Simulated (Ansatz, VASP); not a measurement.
This is a calculation of TiSi for VASP 6.6.1.

Contents of INCAR:

```
SYSTEM = TiSi
  ALGO = Normal
  EDIFF = 1E-7
  ENCUT = 520
  GGA = PS
  ISIF = 2
  ISMEAR = -1
  LASPH = .True.
  LCHARG = .False.
  LREAL = .False.
  LWAVE = .False.
  NBANDS = 15
  NELM = 60
  PREC = Accurate
  SIGMA = 0.05
```

KPOINTS

```
k-points
0
Gamma
  10 10 7
  0 0 0
```

Contents of POSCAR:

```
TiSi
1.0
    1.8517983766     -2.1591565835      0.0000000000
    1.8517983766      2.1591565835      0.0000000000
    0.0000000000      0.0000000000      3.8785398820
Ti Si
1 1
Direct
    0.5000000000      0.5000000000      0.0000000000
    0.0000000000      0.0000000000      0.5000000000
```

Potentials or basis: VASP PAW PBE potentials, release 64 (Ti_sv, Si).

The run is started by

```console
$ cat potpaw_PBE.64/Ti_sv/POTCAR potpaw_PBE.64/Si/POTCAR > POTCAR
$ mpirun -np 1 vasp_std > vasp.out
```

Task: Set up the same calculation for Ansatz 0.2.0. Potentials there: Ansatz PAW.

Result: As run (the cutoff follows the program's own potentials):

Contents of input.yaml:

```yaml
crystal:
  lattice:
    - [1.8517983766, -2.1591565835, 0.0]
    - [1.8517983766, 2.1591565835, 0.0]
    - [0.0, 0.0, 3.878539882]
  atoms:
    - { symbol: Ti, position: [0.5, 0.5, 0.0] }
    - { symbol: Si, position: [0.0, 0.0, 0.5] }
hamiltonian:
  xc: pbesol
  pseudopotentials: { kind: paw }
kpoints:
  mp_grid: { grid: [10, 10, 7] }
scf:
  occupations: { method: fermi_dirac, width: 0.05 }
output:
  forces: true
  stress: true
  eigenvalues: true
```

Potentials or basis: Ansatz PAW.

Run with:

```console
$ ansatz run input.yaml --threads 1 --pin off --max-ram 3584MiB --backend cpu --events-out ev --progress --plain --runs-dir out
```

Both were run:

|  | VASP | Ansatz | Ansatz less VASP |
| --- | --- | --- | --- |
| gap on the k mesh at the Fermi level (eV) | none | none | - |
| pressure (GPa) | -11.0 | -11.0 | -0.06 |
| largest component of the traceless stress (GPa) | 1.01 | 1.07 | +0.061 |

A gap of «none» marks a metal or a gap that the smearing closes.

Caveats: the PAW data sets were made with another functional, which shifts forces and pressure a little (VASP); the PAW data sets come from PBE, with cores solved anew for the run's functional, which leaves a small shift of forces and pressure (Ansatz).
